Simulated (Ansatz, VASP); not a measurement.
**HfB2 in VASP and in Ansatz**

File INCAR:

```
PREC = Accurate
ENCUT = 520
EDIFF = 1E-7
ISMEAR = 0
SIGMA = 0.1
LREAL = F
LASPH = T
NELM = 80
ALGO = Normal
ISIF = 2
LWAVE = F
LCHARG = F
GGA = PE
NBANDS = 15
```

The input KPOINTS:

```
Automatic mesh
0
Gamma
  10 10 8
```

File POSCAR:

```
HfB2
1.0
    3.1400000000      0.0000000000      0.0000000000
   -1.5700000000      2.7193197679      0.0000000000
    0.0000000000      0.0000000000      3.4800000000
Hf B
1 2
Direct
    0.0000000000      0.0000000000      0.0000000000
    0.6666666667      0.3333333333      0.5000000000
    0.3333333333      0.6666666667      0.5000000000
```

The input input.yaml:

```yaml
crystal:
  lattice:
    - [3.14, 0.0, 0.0]
    - [-1.57, 2.7193197679, 0.0]
    - [0.0, 0.0, 3.48]
  atoms:
    - { symbol: Hf, position: [0.0, 0.0, 0.0] }
    - { symbol: B, position: [0.6666666667, 0.3333333333, 0.5] }
    - { symbol: B, position: [0.3333333333, 0.6666666667, 0.5] }
hamiltonian:
  xc: pbe
  pseudopotentials: { kind: paw }
kpoints:
  mp_grid: { grid: [10, 10, 8] }
scf:
  occupations: { method: gaussian, width: 0.1 }
output:
  forces: true
  stress: true
  eigenvalues: true
  write_density: true
  write_potential: true
  elf: true
  volumetric_format: npy
```

Alike in both runs: task single point; functional PBE; k mesh 10 × 10 × 8; occupations gaussian, width 0.1 eV; no spin polarisation.

|  | VASP | Ansatz |
| --- | --- | --- |
| version | VASP 6.6.1 | Ansatz 0.2.0 |
| potentials or method | VASP PAW PBE potentials, release 64 (Hf_pv, B) | Ansatz PAW |
| plane-wave cutoff (eV) | 520 | 420 |
| valence electrons in the cell | 16 | 32 |

|  | VASP | Ansatz | Ansatz less VASP |
| --- | --- | --- | --- |
| gap on the k mesh at the Fermi level (eV) | none | none | - |
| pressure (GPa) | 1.0 | 1.4 | +0.38 |
| largest component of the traceless stress (GPa) | 0.53 | 0.35 | -0.183 |

A gap of «none» marks a metal or a gap that the smearing closes. The two sets of potentials don't hold the same shells in valence.

The runs have no spin-orbit coupling, so splittings on Hf are missing.
